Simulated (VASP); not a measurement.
# Mo (Im-3m) in VASP: single point with LDA

Aim: the single point of Mo with LDA.

Everything below comes from runs of VASP 6.6.1. Logs are shortened: lines on timing, memory, paths and dates and some standing lists are left out, and cuts for length are marked.

### 1 The crystal as given

The structure is cubic, space group Im-3m (No. 229). The conventional cell has a = 3.115 Å, b = 3.115 Å, c = 3.115 Å, α = 90.00°, β = 90.00°, γ = 90.00°. Around Mo (site symmetry m-3m) lie 8 Mo at 2.70 Å.

### 2 Single point, LDA

INCAR reads:

```
PREC     = Accurate       # precision mode
ENCUT    = 520            # plane-wave cutoff, eV
EDIFF    = 1E-6           # SCF threshold, eV
ISMEAR   = 1              # smearing method
SIGMA    = 0.1            # smearing width, eV
LREAL    = F              # projectors in reciprocal space
LASPH    = T              # aspherical terms in the spheres
NELM     = 80             # most SCF steps
ALGO     = Normal         # electronic algorithm
ISIF     = 2              # what is computed and relaxed
LWAVE    = F              # write WAVECAR
LCHARG   = F              # write CHGCAR
ICORELEVEL= 1
```

KPOINTS reads:

```
regular mesh
0
Gamma
  15 15 24
```

POSCAR reads:

```
Mo
1.0
    2.6978406100      0.0000000000      0.0000000000
   -0.8992802000      2.5435485200      0.0000000000
    0.8992802000      1.2717742600      2.2027776300
Mo
1
Direct
    0.0000000000      0.0000000000      0.0000000000
```

Potentials or basis: VASP PAW LDA potentials, release 64 (Mo_sv).

Command:

```console
cat potpaw_LDA.64/Mo_sv/POTCAR > POTCAR
mpirun -np 1 vasp_std > vasp.out
```

OUTCAR:

```text
PREC = Accurate
   ENCUT = 520
   EDIFF = 1E-6
   ISMEAR = 1
   LREAL = F
   LASPH = T
   NELM = 80
   ISIF = 2

 ion  position               nearest neighbor table
   1  0.000  0.000  0.000-

  LATTYP: Found a body centered cubic cell.
 ALAT       =     3.1151980037

  Lattice vectors:

 A1 = (   0.8992802100,   1.2717742600,  -2.2027776300)
 A2 = (  -2.6978406100,   0.0000000000,   0.0000000000)
 A3 = (   0.8992802000,   1.2717742600,   2.2027776300)

Analysis of symmetry for initial positions (statically):
=====================================================================
 Subroutine PRICEL returns:
 Original cell was already a primitive cell.

 Routine SETGRP: Setting up the symmetry group for a
 body centered cubic supercell.

 Subroutine GETGRP returns: Found 48 space group operations
 (whereof 48 operations were pure point group operations)
 out of a pool of 48 trial point group operations.

The static configuration has the point symmetry O_h .

Analysis of symmetry for dynamics (positions and initial velocities):
=====================================================================
 Subroutine PRICEL returns:
 Original cell was already a primitive cell.

 Routine SETGRP: Setting up the symmetry group for a
 body centered cubic supercell.

 Subroutine GETGRP returns: Found 48 space group operations
 (whereof 48 operations were pure point group operations)
 out of a pool of 48 trial point group operations.

The dynamic configuration has the point symmetry O_h .

 Subroutine INISYM returns: Found 48 space group operations
 (whereof 48 operations are pure point group operations),
 and found     1 'primitive' translations

----------------------------------------------------------------------------------------

                                     Primitive cell

  volume of cell :      15.1157

  direct lattice vectors                    reciprocal lattice vectors
     2.697840610  0.000000000  0.000000000     0.370666820  0.131050511 -0.226986143
    -0.899280200  2.543548520  0.000000000     0.000000000  0.393151533 -0.226986144
     0.899280200  1.271774260  2.202777630     0.000000000  0.000000000  0.453972288

  length of vectors
     2.697840610  2.697840609  2.697840606     0.453972287  0.453972287  0.453972288

  position of ions in fractional coordinates (direct lattice)
     0.000000000  0.000000000  0.000000000

  ion indices of the primitive-cell ions
   primitive index   ion index
                 1           1

----------------------------------------------------------------------------------------

 KPOINTS: regular mesh

Automatic generation of k-mesh.
 Grid dimensions read from file:
 generate k-points for:   15   15   24

 Generating k-lattice:

  Cartesian coordinates                     Fractional coordinates (reciprocal lattice)
     0.024711121  0.008736701 -0.015132410     0.066666667  0.000000000  0.000000000
     0.000000000  0.026210102 -0.015132410     0.000000000  0.066666667  0.000000000
     0.000000000  0.000000000  0.018915512     0.000000000  0.000000000  0.041666667

  Length of vectors
     0.030264819  0.030264819  0.018915512

  Shift w.r.t. Gamma in fractional coordinates (k-lattice)
     0.000000000  0.000000000  0.000000000

 -----------------------------------------------------------------------------
|                                                                             |
|           W    W    AA    RRRRR   N    N  II  N    N   GGGG   !!!           |
|           W    W   A  A   R    R  NN   N  II  NN   N  G    G  !!!           |
|           W    W  A    A  R    R  N N  N  II  N N  N  G       !!!           |
|           W WW W  AAAAAA  RRRRR   N  N N  II  N  N N  G  GGG   !            |
|           WW  WW  A    A  R   R   N   NN  II  N   NN  G    G                |
|           W    W  A    A  R    R  N    N  II  N    N   GGGG   !!!           |
|                                                                             |
|     Your reciprocal lattice and k-lattice belong to different lattice       |
|     classes:                                                                |
|                                                                             |
|        The reciprocal lattice is face-centered cubic,                       |
|        whereas your k-lattice is base-centered monoclinic.                  |
|                                                                             |
|     Results are often still useful ...                                      |
|                                                                             |
 -----------------------------------------------------------------------------

 WARNING: IBZKPT: internal override: KBLOWUP is changed to .FALSE.
      ... skipping the blow-up phase ...

 Subroutine IBZKPT returns following result:
 ===========================================

 Found   1248 irreducible k-points:

 Following reciprocal coordinates:
            Coordinates               Weight
  0.000000  0.000000  0.000000      1.000000
  0.066667  0.000000 -0.000000      6.000000
  0.133333 -0.000000 -0.000000      6.000000
  0.200000  0.000000 -0.000000      6.000000
  0.266667 -0.000000 -0.000000      6.000000
  0.333333 -0.000000 -0.000000     12.000000
[... 16 lines left out ...]
  0.333333  0.200000 -0.000000     24.000000
  0.400000  0.200000 -0.000000      6.000000
 [... further k-points ...]
   k-points           NKPTS =   1248   k-points in BZ     NKDIM =   1248   number of bands    NBANDS=     11
   number of dos      NEDOS =    301   number of ions     NIONS =      1
   total plane-waves  NPLWV =   8000
   dimension x,y,z NGX =    20 NGY =   20 NGZ =   20
   dimension x,y,z NGXF=    40 NGYF=   40 NGZF=   40
   ions per type =               1
   NGX,Y,Z   is equivalent  to a cutoff of  12.32, 12.32, 12.32 a.u.
   NGXF,Y,Z  is equivalent  to a cutoff of  24.65, 24.65, 24.65 a.u.
 SYSTEM =  unknown system
   PREC   = accura    normal or accurate (medium, high low for compatibility)
   ISTART =      0    job   : 0-new  1-cont  2-samecut
   ICHARG =      2    charge: 1-file 2-atom 10-const
   ISPIN  =      1    spin polarized calculation?
   LNONCOLLINEAR =      F non collinear calculations
   LSORBIT =      F    spin-orbit coupling
   LASPH  =      T    aspherical Exc in radial PAW
   ENCUT  =  520.0 eV  38.22 Ry    6.18 a.u.   5.02  5.02  5.02*2*pi/ulx,y,z
   NELM   =     80;   NELMIN=  2; NELMDL= -5     # of ELM steps
   EDIFF  = 0.1E-05   stopping-criterion for ELM
   LREAL  =      F    real-space projection
   EDIFFG = 0.1E-04   stopping-criterion for IOM
   NSW    =      0    number of steps for IOM
   IBRION =     -1    ionic relax: 0-MD 1-quasi-New 2-CG
   NFREE  =      0    steps in history (QN), initial steepest desc. (CG)
   ISIF   =      2    stress and relaxation
   ISYM   =      2    0-nonsym 1-usesym 2-fastsym
   POTIM  = 0.5000    time-step for ionic-motion
   TEBEG  =    0.0;   TEEND  =   0.0 temperature during run
   PSTRESS=    0.0 pullay stress
   NELECT =      14.0000    total number of electrons
   NUPDOWN=      -1.0000    fix difference up-down
   EMIN   =  10.00;   EMAX   =-10.00  energy-range for DOS
   EFERMI =   0.00;   METHOD = LEGACY
   ISMEAR =     1;   SIGMA  =   0.10  broadening in eV -4-tet -1-fermi 0-gaus
   EFERMI_NEDOS =   21; number of points for ismear=-14 and -15
   IALGO  =     38    algorithm
   IMIX   =      4    mixing-type and parameters
     AMIX     =   0.40;   BMIX     =  1.00
     AMIX_MAG =   1.60;   BMIX_MAG =  1.00
  volume/ion in A,a.u.               =      15.12       102.01
  Fermi-wavevector in a.u.,A,eV,Ry     =   1.595788  3.015602 34.647770  2.546539
  Thomas-Fermi vector in A             =   2.693652
   LORBIT       =      0    0 simple, 1 ext, 2 COOP (PROOUT), +10 PAW based schemes
   GGA     = CA    functional components
   LHFCALC =     F    Hartree Fock is set to
   AEXX    =    0.0000 exact exchange contribution
   IVDW    =     0    specifies the selected vdW correction
   LEPSILON=     F    determine dielectric tensor
   LRPA    =     F    only Hartree local field effects (RPA)
 non-spin polarized calculation
 Methfessel and Paxton  Order N= 1 SIGMA  =   0.10
  energy-cutoff  :      520.00
  volume of cell :       15.12
 maximum number of plane-waves:       420
   NGX =  9   NGY =  9   NGZ =  9

 number of electron      13.9999996 magnetization

 Free energy of the ion-electron system (eV)
  ---------------------------------------------------
  ext. energy  EPLUGINS =         0.00000000
  ---------------------------------------------------
  free energy    TOTEN  =       -12.12871273 eV

  energy without entropy =      -12.12864904  energy(sigma->0) =      -12.12869150

 the core state eigenenergies are
   1-  1s -19696.0671  2s  -2771.3968  2p  -2480.1528  3s   -457.6632  3p   -361.8354
       3d   -204.8857

 E-fermi :  13.0086     XC(G=0): -13.7921

 val. band max:       13.0078415021   @ k =  -0.1333  -0.4000   0.4167
 cond. band min:      13.0087796674   @ k =   0.3333   0.2000   0.3333
 fundamental gap:      0.0009381654
 Fermi energy:        13.0086391361

 k-point     1 :       0.0000    0.0000    0.0000
  band No.  band energies     occupation
      1     -47.9280      2.00000
      2     -21.2855      2.00000
      3     -21.2855      2.00000
      4     -21.2855      2.00000
      5       5.6836      2.00000
      6      11.5756      2.00000
      7      11.5756      2.00000
      8      11.5756      2.00000
      9      14.7030     -0.00000
     10      14.7030     -0.00000
     11      27.8897      0.00000

 k-point     2 :       0.0667    0.0000   -0.0000
  band No.  band energies     occupation
      1     -47.9150      2.00000
      2     -21.3590      2.00000
      3     -21.3080      2.00000
      4     -21.2861      2.00000
      5       5.8885      2.00000
      6      11.4585      2.00000
      7      11.5560      2.00000
      8      11.7695      2.00000
      9      14.5303     -0.00000
     10      14.7057     -0.00000
     11      28.0466      0.00000
[... 295 lines left out ...]
 k-point    24 :       0.4000    0.2000   -0.0000
  band No.  band energies     occupation
      1     -47.5931      2.00000
      2     -22.6768      2.00000
      3     -22.0196      2.00000
      4     -21.4490      2.00000
      5       8.5164      2.00000
      6       9.8051      2.00000
      7      12.0679      2.00000
      8      14.6199     -0.00000
      9      15.8722      0.00000
     10      20.8633      0.00000
     11      24.0927      0.00000

 [... further k-points ...]

------------------------ aborting loop because EDIFF is reached ----------------------------------------

  FORCE on cell =-STRESS in cart. coord.  units (eV):
  Direction    XX          YY          ZZ          XY          YZ          ZX
  --------------------------------------------------------------------------------------
  -------------------------------------------------------------------------------------
  Total        0.0205343      0.0205343      0.0205343      0.0000000      0.0000000     -0.0000000
  in kB        2.1765242      2.1765242      2.1765241      0.0000000      0.0000000     -0.0000000
  external PRESSURE =       2.1765241 kB  Pullay stress =       0.0000000 kB

 VOLUME and BASIS-vectors are now :
 -----------------------------------------------------------------------------
  energy-cutoff  :      520.00
  volume of cell :       15.12
      direct lattice vectors                 reciprocal lattice vectors
     2.697840610  0.000000000  0.000000000     0.370666820  0.131050511 -0.226986143
    -0.899280200  2.543548520  0.000000000     0.000000000  0.393151533 -0.226986144
     0.899280200  1.271774260  2.202777630     0.000000000  0.000000000  0.453972288

 POSITION                                       TOTAL-FORCE (eV/Angst)
 -----------------------------------------------------------------------------------
      0.00000      0.00000      0.00000        -0.000000      0.000000      0.000000
 -----------------------------------------------------------------------------------
    total drift:                               -0.000000      0.000000      0.000000

  FREE ENERGIE OF THE ION-ELECTRON SYSTEM (eV)
  ---------------------------------------------------
  free  energy   TOTEN  =       -12.1287127329 eV

  energy  without entropy=      -12.1286490437  energy(sigma->0) =      -12.12869150
```

Wall time 1.7 min (1 thread of Intel Xeon Platinum 8488C (Sapphire Rapids), shared host); peak memory 0.29 GiB.

Results:

| Item | Value |
| --- | --- |
| Free energy | -12.1287 eV |
| Pressure | 0.2 GPa |
| Band gap on the k mesh | none (metal or under the smearing width) |

Levels at points of the mesh, in eV from the Fermi level:
| k point | band 5 | band 6 | band 7 | band 8 | band 9 | band 10 |
| --- | --- | --- | --- | --- | --- | --- |
| (0.00, 0.00, 0.00) | -7.33 | -1.43 | -1.43 | -1.43 | 1.69 | 1.69 |
| (0.00, 0.00, 0.50) | -5.53 | -3.57 | 1.75 | 1.82 | 2.40 | 5.03 |

Core levels (eV, on the scale of the bands):
```tsv
atom	levels
1 Mo	1s -19696.1, 2s -2771.4, 2p -2480.2, 3s -457.7, 3p -361.8, 3d -204.9
```
